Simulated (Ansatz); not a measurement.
# WS2 (Tungstenite) (P6_3/mmc) in Ansatz: single point with LDA

Aim: the single point of WS2 (Tungstenite) with LDA.

Program: Ansatz 0.2.0. These are calculated values, not measurements. Logs are shortened: lines on timing, memory, paths and dates and some standing lists are left out, and cuts for length are marked.

**1. The structure**

It takes space group P6_3/mmc (No. 194, hexagonal). Conventional cell: a = 3.180 Å, b = 3.180 Å, c = 12.500 Å, α = 90.00°, β = 90.00°, γ = 120.00°. W (site symmetry -6m2) has 6 S at 2.41 Å as nearest neighbours. S (site symmetry 3m) is surrounded by 3 W at 2.41 Å.

**2. Single point, LDA**

Input file input.yaml:

```yaml
crystal:
  lattice:
    - [3.18, 0.0, 0.0]
    - [-1.59, 2.753960784, 0.0]
    - [0.0, 0.0, 12.5]
  atoms:
    - { symbol: W, position: [0.6666666667, 0.3333333333, 0.75] }
    - { symbol: W, position: [0.3333333333, 0.6666666667, 0.25] }
    - { symbol: S, position: [0.6666666667, 0.3333333333, 0.375] }
    - { symbol: S, position: [0.3333333333, 0.6666666667, 0.875] }
    - { symbol: S, position: [0.6666666667, 0.3333333333, 0.125] }
    - { symbol: S, position: [0.3333333333, 0.6666666667, 0.625] }
hamiltonian:
  xc: lda
  pseudopotentials: { kind: paw }
kpoints:
  mp_grid: { grid: [10, 10, 3] }
scf:
  occupations: { method: gaussian, width: 0.02 }
output:
  forces: true
  stress: true
  eigenvalues: true
```

Potentials or basis: Ansatz PAW.

The run is started by

```console
ansatz run input.yaml --threads 2 --pin off --max-ram 5632MiB --backend cpu --events-out ev --progress --plain --runs-dir out
```

The log of the run:

```text
Warning: RAYON_NUM_THREADS=2 ignored (pool sized by the plan → 2); use --threads N
Engine: ansatz 0.2.0, x86_64-unknown-linux-gnu
Pseudopotentials: kind: paw
Pseudopotential: W, paw, valence charge 14, recommended cutoff 420 eV (normal), W.paw.azcp
Pseudopotential: S, paw, valence charge 6, recommended cutoff 420 eV (normal), S.paw.azcp
Functional definition: SPW92
  exchange = slater_x
  correlation = pw_c
Crystal: 6 atoms, lattice volume = 109.470 Å³
Basis set: ecut = 420 eV, 2129 PW (Γ)
Bands: 32, of which v1, the nominal top of the filled ones, is band 26 counted from 1 (25 counted from 0)
Symmetry: 24 space group operations
Space group: P63/mmc (ITA 194), of the structure as read, at distance tolerance 4.8e-5 Å
k-points: 28 of 300
Non-local potential: W, projectors of the file, l = 0: 3, l = 1: 2, l = 2: 2, l = 3: 1
Non-local potential: S, projectors of the file, l = 0: 2, l = 1: 2, l = 2: 2
PAW form: soft (Blöchl's): semilocal exchange-correlation on the pseudo side does not see the compensation charge
PAW frozen core: W, regenerated for the run's functional, and the local potential with it (the file was generated under x = pbe(κ = 0.804, μ = 0.2195149727645171), c = pbe(β = 0.06672455060314922))
PAW frozen core: S, regenerated for the run's functional, and the local potential with it (the file was generated under x = pbe(κ = 0.804, μ = 0.2195149727645171), c = pbe(β = 0.06672455060314922))
PAW one-centre angular grid: W, 590 points (default); XC on 64 Gauss nodes
PAW one-centre angular grid: S, 110 points (default); XC on 64 Gauss nodes
Initial density: superposition of atomic densities (neutral atoms: chi_scale 0, normalization atom), corrected by the library's trained network
Initial wavefunctions: pseudopotential atomic-orbital guess
Functional: x = slater, c = lda
SCF iter   1: F=—  HF=-23743.324374 eV  |F-HF|=—  |Δ(HF+E_count)|=         —  Δρ=1.00e-2  dr2=1.85e-1  ethr=1.77e-3  ⟨swp⟩=6.6  Hψ=4217  notcnv=0
preconditioner: auto → Resta (q_TF=auto, 2.410 Å⁻¹)  ε∞=7.7  [insulator: Δε(μ)=1.029 eV  Ē_g=8.235 eV  σ=0.020 eV  W_gap=1.00  n_scr=26 (ndim 8)  ℏωp=21.3 eV  f_vac=0.025  D(μ)=0.00/eV (n_scr^D=0)  ε∞_Penn≈7.7]
SCF iter   2: F=—  HF=-23743.296926 eV  |F-HF|=—  |Δ(HF+E_count)|=   2.74e-2  Δρ=3.93e-3  dr2=7.70e-3  ethr=3.56e-4  ⟨swp⟩=2.5  Hψ=1358  notcnv=0  defer=38
SCF iter   3: F=—  HF=-23743.296412 eV  |F-HF|=—  |Δ(HF+E_count)|=   5.14e-4  Δρ=2.19e-3  dr2=2.39e-3  ethr=1.48e-5  ⟨swp⟩=2.0  Hψ=1185  notcnv=0  defer=38
SCF iter   4: F=—  HF=-23743.296418 eV  |F-HF|=—  |Δ(HF+E_count)|=   5.69e-6  Δρ=7.99e-4  dr2=3.57e-4  ethr=4.60e-6  ⟨swp⟩=1.0  Hψ=858  notcnv=0  defer=38
SCF iter   5: F=—  HF=-23743.296400 eV  |F-HF|=—  |Δ(HF+E_count)|=   1.76e-5  Δρ=1.40e-4  dr2=2.08e-5  ethr=6.86e-7  ⟨swp⟩=1.8  Hψ=1202  notcnv=0  defer=38
SCF iter   6: F=—  HF=-23743.296397 eV  |F-HF|=—  |Δ(HF+E_count)|=   3.03e-6  Δρ=1.49e-5  dr2=3.47e-7  ethr=3.99e-8  ⟨swp⟩=2.1  Hψ=1169  notcnv=0  defer=38
SCF iter   7: F=-23743.296397 eV  HF=-23743.296397 eV  |F-HF|=4.51e-10  |Δ(HF+E_count)|=   4.76e-8  Δρ=2.50e-6  dr2=8.86e-9  ethr=1.92e-10  ⟨swp⟩=9.8  Hψ=3795  notcnv=0
SCF 1 converged in 7 iterations: F = -23743.296397 eV  dr2 = 8.86e-9
SCF converged after 7 iterations
Free energy (F): -23743.296397 eV
Harris-Foulkes:  -23743.296397 eV  (|F-HF|=4.51e-10)
Internal energy: -23743.296397 eV  (E = F + TS)
E sigma→0 (E₀):  -23743.296397 eV
Fermi energy:    11.513326 eV
--- Per-component energies (eV) ---
  E_band       = -408.613900
  E_kinetic    = 1333.449210
  E_local      = -3659.620685  (includes V_loc(G=0)·N_el)
  E_nonlocal   = 130.251318
  E_hartree    = 1450.577994
  E_xc         = -916.851280
  E_vxc        = -831.068118  (∫ρ·V_xc dr)
  E_paw        = -18894.518805  (= ΣΔE_a)
  E_vpaw       = -282.781047  (= ΣTr[D̂ρ^β])
  E_aug_tail   = -0.000129  (compensation charges beyond the density's cutoff)
  E_ewald      = -3187.763116
  E_core_change = 1.179096  (= ΣΔE_core)
  E_smearing   = -0.000000  (= −TS)
  E_closure    = -0.000000  (closes the sum)
  Σ components = -23743.296397   (vs F -23743.296397, Δ=0.00e0)
--- Forces (eV/Å), atoms counted from 1 ---
  atom   1  W      0.00000000    -0.00000000     0.00000000
  atom   2  W     -0.00000000     0.00000000    -0.00000000
  atom   3  S     -0.00000000    -0.00000000    -0.35800061
  atom   4  S      0.00000000     0.00000000    -0.35800061
  atom   5  S     -0.00000000    -0.00000000     0.35800061
  atom   6  S     -0.00000000     0.00000000     0.35800061
  max |Σ_I F_I| component: 3.01e-17 eV/Å
--- Stress (GPa, compression-positive) ---
       -6.254786      -0.000000      -0.000000
        0.000000      -6.254786      -0.000000
       -0.000000      -0.000000      -4.366177
  P = ⅓ Tr σ = -5.6252 GPa (-56.252 kbar)
--- Band table (eV; the first three rows and the last of 28) ---
  k-point 0: bands = ["-63.5602", "-63.5602", "-27.8356", "-27.8355", "-27.6740", "-27.6740", "-27.6740", "-27.6740", "-4.4753", "-4.2857", "-2.8937", "-2.5249", "3.5103", "4.4578", "7.2957", "7.4604", "7.4604", "7.4716", "7.4716", "8.6925", "8.6925", "8.7349", "8.7349", "9.4767", "9.8470", "10.9941", "13.2210", "13.2210", "13.2288", "13.2288", "13.3366", "13.3366"]
  k-point 1: bands = ["-63.5602", "-63.5602", "-27.8356", "-27.8355", "-27.6740", "-27.6740", "-27.6740", "-27.6740", "-4.4339", "-4.3402", "-2.7966", "-2.6133", "3.7078", "4.1682", "7.4632", "7.4632", "7.4687", "7.4687", "7.7423", "8.6714", "8.7031", "8.7031", "8.7243", "8.7243", "10.4365", "10.8617", "13.2188", "13.2188", "13.2206", "13.2206", "13.3811", "13.3811"]
  k-point 2: bands = ["-63.5586", "-63.5586", "-27.8296", "-27.8295", "-27.7071", "-27.7071", "-27.6817", "-27.6817", "-4.3094", "-4.1201", "-2.8255", "-2.4730", "3.7076", "4.6531", "7.0254", "7.0422", "7.0649", "7.6200", "7.6382", "8.1113", "8.4379", "8.4860", "8.7746", "9.6711", "9.8545", "10.6830", "12.9939", "13.0718", "13.1643", "13.1761", "13.2518", "13.3565"]
  k-point 27: bands = ["-63.5413", "-63.5413", "-27.9427", "-27.9427", "-27.8705", "-27.8705", "-27.7660", "-27.7660", "-1.9731", "-1.9529", "-1.8281", "-1.8082", "4.5956", "4.6584", "4.7846", "4.8111", "6.0468", "6.0478", "6.3850", "6.4725", "7.0737", "7.2081", "8.0528", "8.1879", "10.1191", "10.2021", "12.3161", "12.3268", "13.3405", "13.8088", "14.1514", "14.2595"]
```

Run time: 5.9 s. Hardware: 2 threads of Intel Xeon at 2.50GHz (Skylake/Cascade Lake), shared host; peak memory 0.42 GiB.

What came out:

| Item | Value |
| --- | --- |
| Free energy | -23743.2964 eV |
| Pressure | -5.6 GPa |
| Largest force | 0.358 eV/Å |
| Band gap on the k mesh | 1.04 eV, indirect (least direct gap 2.06 eV) |

Forces in eV/Å, atoms in the order of the input:
```
W    0.000  0.000  0.000
W    0.000  0.000  0.000
S    0.000  0.000 -0.358
S    0.000  0.000 -0.358
S    0.000  0.000  0.358
S    0.000  0.000  0.358
```

Stress tensor (GPa, compression positive):
```
-6.25  0.00  0.00
 0.00 -6.25  0.00
 0.00  0.00 -4.37
```

Levels at points of the mesh, in eV from the valence-band top:
```tsv
k point	band 23	band 24	band 25	band 26	band 27	band 28	band 29	band 30
(0.00, 0.00, 0.00)	-2.26	-1.52	-1.15	0.00	2.23	2.23	2.23	2.23
(0.00, -0.50, 0.00)	-1.97	-1.81	-1.66	-1.50	2.14	2.18	2.49	2.73
```

Caveat: odd divisions of the mesh miss points on the zone boundary, where band edges often lie, so the gap on the mesh can be too wide; spin-orbit coupling is left out, which moves the levels of the heavy elements; the PAW data sets come from PBE, with cores solved anew for the run's functional, which leaves a small shift of forces and pressure. A k mesh can miss the band edges.
